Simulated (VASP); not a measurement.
# BaTe (Pm-3m) in VASP: a series of runs

Aim: see how the results for BaTe move with the level of theory and the settings. Levels: HSE06, r2SCAN. Tasks: single point.

All numbers are computed with VASP 6.6.1; they aren't measurements. Logs are shortened: lines on timing, memory, paths and dates and some standing lists are left out, and cuts for length are marked.

## Step 1: The cell of the first run

The structure is cubic, space group Pm-3m (No. 221). The conventional cell has a = 4.323 Å, b = 4.323 Å, c = 4.323 Å, α = 90.00°, β = 90.00°, γ = 90.00°. Ba (site symmetry m-3m) has 8 Te at 3.74 Å as nearest neighbours. Te (site symmetry m-3m) has 8 Ba at 3.74 Å as nearest neighbours.

The cell was built by a generator and needn't be a form met in nature.

## Step 2: Single point, HSE06 (hydrostatic strain +1.8%)

Contents of POSCAR:

```
BaTe
1.0
    4.3229228110      0.0000000000      0.0000000000
    0.0000000000      4.3229228110      0.0000000000
    0.0000000000      0.0000000000      4.3229228110
Ba Te
1 1
Direct
    0.0000000000      0.0000000000      0.0000000000
    0.5000000000      0.5000000000      0.5000000000
```

Contents of INCAR.step1:

```
PREC     = Accurate       # precision mode
ENCUT    = 520            # plane-wave cutoff, eV
EDIFF    = 1E-5           # SCF threshold, eV
ISMEAR   = 0              # smearing method
SIGMA    = 0.01           # smearing width, eV
LREAL    = False          # projectors in reciprocal space
LASPH    = True           # aspherical terms in the spheres
NELM     = 100            # most SCF steps
ALGO     = Normal         # electronic algorithm
ISIF     = 2              # what is computed and relaxed
LWAVE    = True           # write WAVECAR
LCHARG   = False          # write CHGCAR
NBANDS   = 15             # bands
GGA      = PE             # functional
```

Contents of INCAR.step2:

```
PREC     = Accurate       # precision mode
ENCUT    = 520            # plane-wave cutoff, eV
EDIFF    = 1E-6           # SCF threshold, eV
ISMEAR   = 0              # smearing method
SIGMA    = 0.01           # smearing width, eV
LREAL    = False          # projectors in reciprocal space
LASPH    = True           # aspherical terms in the spheres
NELM     = 100            # most SCF steps
ALGO     = Normal         # electronic algorithm
ISIF     = 2              # what is computed and relaxed
LWAVE    = False          # write WAVECAR
LCHARG   = False          # write CHGCAR
GGA      = PE             # functional
LHFCALC  = True           # exact exchange
HFSCREEN = 0.2079         # screening, 1/A
PRECFOCK = Normal       
NBANDS   = 15             # bands
ISTART   = 1
```

Contents of KPOINTS:

```
regular mesh
0
Gamma
  4 4 4
```

Potentials or basis: VASP PAW PBE potentials, release 64 (Ba_sv, Te).

Run with:

```sh
> cat potpaw_PBE.64/Ba_sv/POTCAR potpaw_PBE.64/Te/POTCAR > POTCAR
> cp INCAR.step1 INCAR
> mpirun -np 1 vasp_std > vasp.out
> cp INCAR.step2 INCAR
> mpirun -np 1 vasp_std > vasp.out
```

OUTCAR:

```text
PREC = Accurate
   ENCUT = 520
   EDIFF = 1E-6
   ISMEAR = 0
   LREAL = False
   LASPH = True
   NELM = 100
   ISIF = 2
   GGA = PE
   LHFCALC = True
   HFSCREEN = 0.2079
   PRECFOCK = Normal
   ISTART = 1

 ion  position               nearest neighbor table
   1  0.000  0.000  0.000-   2 3.74   2 3.74   2 3.74   2 3.74   2 3.74   2 3.74   2 3.74   2 3.74

   2  0.500  0.500  0.500-   1 3.74   1 3.74   1 3.74   1 3.74   1 3.74   1 3.74   1 3.74   1 3.74

  LATTYP: Found a simple cubic cell.
 ALAT       =     4.3229228110

  Lattice vectors:

 A1 = (   4.3229228110,   0.0000000000,   0.0000000000)
 A2 = (   0.0000000000,   4.3229228110,   0.0000000000)
 A3 = (   0.0000000000,   0.0000000000,   4.3229228110)

Analysis of symmetry for initial positions (statically):
=====================================================================
 Subroutine PRICEL returns:
 Original cell was already a primitive cell.

 Routine SETGRP: Setting up the symmetry group for a
 simple cubic supercell.

 Subroutine GETGRP returns: Found 48 space group operations
 (whereof 48 operations were pure point group operations)
 out of a pool of 48 trial point group operations.

The static configuration has the point symmetry O_h .

Analysis of symmetry for dynamics (positions and initial velocities):
=====================================================================
 Subroutine PRICEL returns:
 Original cell was already a primitive cell.

 Routine SETGRP: Setting up the symmetry group for a
 simple cubic supercell.

 Subroutine GETGRP returns: Found 48 space group operations
 (whereof 48 operations were pure point group operations)
 out of a pool of 48 trial point group operations.

The dynamic configuration has the point symmetry O_h .

 Subroutine INISYM returns: Found 48 space group operations
 (whereof 48 operations are pure point group operations),
 and found     1 'primitive' translations

----------------------------------------------------------------------------------------

                                     Primitive cell

  volume of cell :      80.7853

  direct lattice vectors                    reciprocal lattice vectors
     4.322922811  0.000000000  0.000000000     0.231324972  0.000000000  0.000000000
     0.000000000  4.322922811  0.000000000     0.000000000  0.231324972  0.000000000
     0.000000000  0.000000000  4.322922811     0.000000000  0.000000000  0.231324972

  length of vectors
     4.322922811  4.322922811  4.322922811     0.231324972  0.231324972  0.231324972

  position of ions in fractional coordinates (direct lattice)
     0.000000000  0.000000000  0.000000000
     0.500000000  0.500000000  0.500000000

  ion indices of the primitive-cell ions
   primitive index   ion index
                 1           1
                 2           2

----------------------------------------------------------------------------------------

 KPOINTS: regular mesh

Automatic generation of k-mesh.
 Grid dimensions read from file:
 generate k-points for:    4    4    4

 Generating k-lattice:

  Cartesian coordinates                     Fractional coordinates (reciprocal lattice)
     0.057831243  0.000000000  0.000000000     0.250000000  0.000000000  0.000000000
     0.000000000  0.057831243  0.000000000     0.000000000  0.250000000  0.000000000
     0.000000000  0.000000000  0.057831243     0.000000000  0.000000000  0.250000000

  Length of vectors
     0.057831243  0.057831243  0.057831243

  Shift w.r.t. Gamma in fractional coordinates (k-lattice)
     0.000000000  0.000000000  0.000000000

 Subroutine IBZKPT returns following result:
 ===========================================

 Found     10 irreducible k-points:

 Following reciprocal coordinates:
            Coordinates               Weight
  0.000000  0.000000  0.000000      1.000000
  0.250000  0.000000  0.000000      6.000000
  0.500000  0.000000  0.000000      3.000000
  0.250000  0.250000  0.000000     12.000000
  0.500000  0.250000  0.000000     12.000000
  0.500000  0.500000  0.000000      3.000000
  0.250000  0.250000  0.250000      8.000000
  0.500000  0.250000  0.250000     12.000000
  0.500000  0.500000  0.250000      6.000000
  0.500000  0.500000  0.500000      1.000000
   k-points           NKPTS =     10   k-points in BZ     NKDIM =     64   number of bands    NBANDS=     15
   number of dos      NEDOS =    301   number of ions     NIONS =      2
   total plane-waves  NPLWV =  32768
   dimension x,y,z NGX =    32 NGY =   32 NGZ =   32
   dimension x,y,z NGXF=    64 NGYF=   64 NGZF=   64
   ions per type =               1   1
   NGX,Y,Z   is equivalent  to a cutoff of  12.31, 12.31, 12.31 a.u.
   NGXF,Y,Z  is equivalent  to a cutoff of  24.61, 24.61, 24.61 a.u.
 SYSTEM =  unknown system
   PREC   = accura    normal or accurate (medium, high low for compatibility)
   ISTART =      1    job   : 0-new  1-cont  2-samecut
   ICHARG =      0    charge: 1-file 2-atom 10-const
   ISPIN  =      1    spin polarized calculation?
   LNONCOLLINEAR =      F non collinear calculations
   LSORBIT =      F    spin-orbit coupling
   LASPH  =      T    aspherical Exc in radial PAW
   ENCUT  =  520.0 eV  38.22 Ry    6.18 a.u.   8.04  8.04  8.04*2*pi/ulx,y,z
   NELM   =    100;   NELMIN=  2; NELMDL=  0     # of ELM steps
   EDIFF  = 0.1E-05   stopping-criterion for ELM
   LREAL  =      F    real-space projection
   EDIFFG = 0.1E-04   stopping-criterion for IOM
   NSW    =      0    number of steps for IOM
   IBRION =     -1    ionic relax: 0-MD 1-quasi-New 2-CG
   NFREE  =      0    steps in history (QN), initial steepest desc. (CG)
   ISIF   =      2    stress and relaxation
   ISYM   =      3    0-nonsym 1-usesym 2-fastsym
   POTIM  = 0.5000    time-step for ionic-motion
   TEBEG  =    0.0;   TEEND  =   0.0 temperature during run
   PSTRESS=    0.0 pullay stress
   NELECT =      16.0000    total number of electrons
   NUPDOWN=      -1.0000    fix difference up-down
   EMIN   =  10.00;   EMAX   =-10.00  energy-range for DOS
   EFERMI =   0.00;   METHOD = LEGACY
   ISMEAR =     0;   SIGMA  =   0.01  broadening in eV -4-tet -1-fermi 0-gaus
   EFERMI_NEDOS =   21; number of points for ismear=-14 and -15
   IALGO  =     38    algorithm
   IMIX   =      1    mixing-type and parameters
     AMIX     =   0.40;   BMIX     =  1.00
     AMIX_MAG =   1.60;   BMIX_MAG =  1.00
  volume/ion in A,a.u.               =      40.39       272.58
  Fermi-wavevector in a.u.,A,eV,Ry     =   0.954269  1.803306 12.389856  0.910629
  Thomas-Fermi vector in A             =   2.083000
   LORBIT       =      0    0 simple, 1 ext, 2 COOP (PROOUT), +10 PAW based schemes
   GGA     = PE    functional components
   LHFCALC =     T    Hartree Fock is set to
   PRECFOCK=normal    Normal, Fast or Accurate (Low or Medium for compatibility)
   ENCUT4O =  -1.0   cutoff for four orbital integrals eV
   NKREDX  =     1    reduce k-point grid by
   NKREDY  =     1    reduce k-point grid by
   NKREDZ  =     1    reduce k-point grid by
   AEXX    =    0.2500 exact exchange contribution
   HFSCREEN=    0.2079 screening length (either q_TF or 0.3 A-1)
   HFSCREENC=   0.2079 screening length for correlation (either q_TF or 0.3 A-1)
   ENCUTFOCK=  -1.0 apply spherical cutoff to Coloumb kernel
   IVDW    =     0    specifies the selected vdW correction
   LEPSILON=     F    determine dielectric tensor
   LRPA    =     F    only Hartree local field effects (RPA)
 non-spin polarized calculation
 Gauss-broadening in eV      SIGMA  =   0.01
  energy-cutoff  :      520.00
  volume of cell :       80.79
 maximum number of plane-waves:      2192
  NGX = 28; NGY = 28; NGZ = 28

 number of electron      16.0000000 magnetization

 Free energy of the ion-electron system (eV)
  ---------------------------------------------------
  ext. energy  EPLUGINS =         0.00000000
  ---------------------------------------------------
  free energy    TOTEN  =        -9.40318434 eV

  energy without entropy =       -9.40318434  energy(sigma->0) =       -9.40318434

 E-fermi :   3.1447     XC(G=0):  -7.2033

 val. band max:        3.0785381281   @ k =   0.5000   0.5000   0.0000
 cond. band min:       4.6362672889   @ k =   0.0000   0.0000   0.0000
 fundamental gap:      1.5577291608
 Fermi energy:         3.1447470959

 k-point     1 :       0.0000    0.0000    0.0000
  band No.  band energies     occupation
      1     -27.1649      2.00000
      2     -11.1380      2.00000
      3     -11.1380      2.00000
      4     -11.1380      2.00000
      5      -8.0849      2.00000
      6       2.6568      2.00000
      7       2.6568      2.00000
      8       2.6568      2.00000
      9       4.6363      0.00000
     10       4.6363      0.00000
     11       5.8986      0.00000
     12       8.4325      0.00000
     13       8.4325      0.00000
     14       8.4325      0.00000
     15      12.3517      0.00000

 k-point     2 :       0.2500    0.0000    0.0000
  band No.  band energies     occupation
      1     -27.1531      2.00000
      2     -11.4127      2.00000
      3     -11.1136      2.00000
      4     -11.1136      2.00000
      5      -7.7141      2.00000
      6       0.7432      2.00000
      7       2.4444      2.00000
      8       2.4444      2.00000
      9       4.9937      0.00000
     10       6.1504      0.00000
     11       7.7511      0.00000
     12       8.6325      0.00000
     13       8.6883      0.00000
     14       8.6883      0.00000
     15      10.0933      0.00000
[... 113 lines left out ...]
      3     -11.4173      2.00000
      4     -11.2187      2.00000
      5      -7.3171      2.00000
      6       0.4803      2.00000
      7       0.4803      2.00000
      8       1.2472      2.00000
      9       6.0470      0.00000
     10       7.4185      0.00000
     11       7.4185      0.00000
     12       8.5985      0.00000
     13      10.1933      0.00000
     14      10.7588      0.00000
     15      11.3072      0.00000

 k-point    10 :       0.5000    0.5000    0.5000
  band No.  band energies     occupation
      1     -27.0975      2.00000
      2     -11.3748      2.00000
      3     -11.3748      2.00000
      4     -11.3748      2.00000
      5      -7.1129      2.00000
      6       0.1188      2.00000
      7       0.1188      2.00000
      8       0.1188      2.00000
      9       8.4021      0.00000
     10       8.4021      0.00000
     11       8.4021      0.00000
     12      10.1267      0.00000
     13      10.1267      0.00000
     14      10.1267      0.00000
     15      10.2734      0.00000

------------------------ aborting loop because EDIFF is reached ----------------------------------------

  FORCE on cell =-STRESS in cart. coord.  units (eV):
  Direction    XX          YY          ZZ          XY          YZ          ZX
  --------------------------------------------------------------------------------------
  -------------------------------------------------------------------------------------
  Total       -0.8270389     -0.8270389     -0.8270389      0.0000000      0.0000000     -0.0000000
  in kB      -16.4022742    -16.4022742    -16.4022742      0.0000000      0.0000000     -0.0000000
  external PRESSURE =     -16.4022742 kB  Pullay stress =       0.0000000 kB

 VOLUME and BASIS-vectors are now :
 -----------------------------------------------------------------------------
  energy-cutoff  :      520.00
  volume of cell :       80.79
      direct lattice vectors                 reciprocal lattice vectors
     4.322922811  0.000000000  0.000000000     0.231324972  0.000000000  0.000000000
     0.000000000  4.322922811  0.000000000     0.000000000  0.231324972  0.000000000
     0.000000000  0.000000000  4.322922811     0.000000000  0.000000000  0.231324972

 POSITION                                       TOTAL-FORCE (eV/Angst)
 -----------------------------------------------------------------------------------
      0.00000      0.00000      0.00000         0.000000      0.000000      0.000000
      2.16146      2.16146      2.16146         0.000000      0.000000      0.000000
 -----------------------------------------------------------------------------------
    total drift:                               -0.000000     -0.000000     -0.000000

  FREE ENERGIE OF THE ION-ELECTRON SYSTEM (eV)
  ---------------------------------------------------
  free  energy   TOTEN  =        -9.4031843377 eV

  energy  without entropy=       -9.4031843377  energy(sigma->0) =       -9.40318434
```

It took 9.3 min on 1 thread of Intel Xeon Platinum 8488C (Sapphire Rapids), shared host; peak memory 0.3 GiB.

What came out:

```
Free energy            : -9.4032 eV
Pressure               : -1.6 GPa
Band gap on the k mesh : 1.56 eV, indirect (least direct gap 1.69 eV)
```

Caveat: the PAW data sets were made with another functional, which shifts forces and pressure a little; spin-orbit coupling is left out, which moves the levels of the heavy elements. A k mesh can miss the band edges.

## Step 3: Single point, r2SCAN (epitaxial_111 strain +4.0%)

Contents of POSCAR:

```
BaTe
1.0
    4.3063258651     -0.1061626090     -0.1061626090
   -0.1061626090      4.3063258651     -0.1061626090
   -0.1061626090     -0.1061626090      4.3063258651
Ba Te
1 1
Direct
    0.0000000000      0.0000000000      0.0000000000
    0.5000000000      0.5000000000      0.5000000000
```

Contents of INCAR.step1:

```
SYSTEM = BaTe
  ALGO = Normal
  EDIFF = 1E-4
  ENCUT = 520
  GGA = PE
  ISMEAR = 0
  LASPH = .True.
  LCHARG = .False.
  LREAL = .False.
  LWAVE = .True.
  NBANDS = 15
  NELM = 100
  PREC = Accurate
  SIGMA = 0.01
```

Contents of INCAR.step2:

```
SYSTEM = BaTe
  ALGO = Normal
  EDIFF = 1E-6
  ENCUT = 520
  ISIF = 2
  ISMEAR = 0
  ISTART = 1
  LASPH = .True.
  LCHARG = .False.
  LMIXTAU = .True.
  LREAL = .False.
  LWAVE = .False.
  METAGGA = R2SCAN
  NBANDS = 15
  NELM = 100
  PREC = Accurate
  SIGMA = 0.01
```

Contents of KPOINTS:

```
k-points
0
Gamma
  6 6 6
  0 0 0
```

Potentials or basis: VASP PAW PBE potentials, release 64 (Ba_sv, Te).

Run with:

```sh
> cat potpaw_PBE.64/Ba_sv/POTCAR potpaw_PBE.64/Te/POTCAR > POTCAR
> cp INCAR.step1 INCAR
> mpirun -np 1 vasp_std > vasp.out
> cp INCAR.step2 INCAR
> mpirun -np 1 vasp_std > vasp.out
```

Wall time 65 s (1 thread of Intel Xeon Platinum 8488C (Sapphire Rapids), shared host); peak memory 0.2 GiB.

Results (log left out):

- Free energy: -55.6515 eV
- Pressure: -0.6 GPa
- Band gap on the k mesh: 1.23 eV, indirect (least direct gap 1.42 eV)

Stress tensor (GPa, compression positive):
```
-0.64  0.58  0.58
 0.58 -0.64  0.58
 0.58  0.58 -0.64
```

Levels at points of the mesh, in eV from the valence-band top:
| k point | band 5 | band 6 | band 7 | band 8 | band 9 | band 10 | band 11 | band 12 |
| --- | --- | --- | --- | --- | --- | --- | --- | --- |
| (0.00, 0.00, 0.00) | -10.57 | -0.39 | -0.36 | -0.36 | 1.23 | 1.23 | 2.90 | 4.83 |
| (0.50, 0.00, 0.00) | -9.85 | -3.26 | -1.01 | -0.65 | 2.08 | 5.01 | 5.39 | 5.39 |
| (0.50, 0.50, 0.00) | -10.02 | -2.11 | -1.92 | 0.00 | 1.42 | 2.88 | 3.34 | 3.57 |
| (0.50, 0.50, 0.50) | -9.63 | -2.81 | -2.81 | -2.79 | 4.91 | 4.91 | 5.72 | 6.38 |

Caveat: the PAW data sets were made with another functional, which shifts forces and pressure a little; spin-orbit coupling is left out, which moves the levels of the heavy elements.
